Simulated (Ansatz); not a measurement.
Gd:

```
Gd
1.0
     3.63600    0.00000    0.00000
    -1.81800    3.14887    0.00000
     0.00000    0.00000    5.78260
Gd
2
Direct
  0.66667 0.33333 0.75000
  0.33333 0.66667 0.25000
```

```yaml
Program: Ansatz 0.2.0
Task: relaxation of cell and atoms
Functional: revPBE
Dispersion: D3(BJ)
Potentials_or_basis: Ansatz PAW
Cutoff: "420 eV (not typed: the program's choice for these potentials)"
k_mesh: 8 × 8 × 5
Occupations: fermi-dirac, width 0.05 eV
Spin: collinear spin, ferromagnetic start
Starting_moments: "[7.0, 7.0] μB"
```

At the start: volume 33.10 Å³/atom.

**Question.** How do energy, volume and symmetry change on relaxing?

**Answer.** It ends after 4 steps and the volume is 31.04 Å³/atom (-6.2 %); space group P6_3/mmc (No. 194, to 0.05 Å); moment 15.24 μB per cell.

Step by step:
```
step  energy change (eV)  largest force (eV/Å)  volume (Å³)
   1              0.0000                0.0000        66.21
   2             -0.0276                0.0000        62.78
   3             -0.0286                0.0000        62.08
   4             -0.0279                0.0000        62.08
```

Final structure:
```yaml
crystal:
  lattice:
    - [3.55022, 0.00000, 0.00000]
    - [-1.77511, 3.07458, 0.00000]
    - [0.00000, 0.00000, 5.68746]
  atoms:
    - { symbol: Gd, position: [0.66667, 0.33333, 0.75000] }
    - { symbol: Gd, position: [0.33333, 0.66667, 0.25000] }
```

Caveat: the plane-wave basis is chosen anew once the cell has moved, so the energies of steps on either side of that aren't comparable; pairwise dispersion overbinds metals, which lowers pressure and volume; the PAW data sets come from PBE, with cores solved anew for the run's functional, which leaves a small shift of forces and pressure.
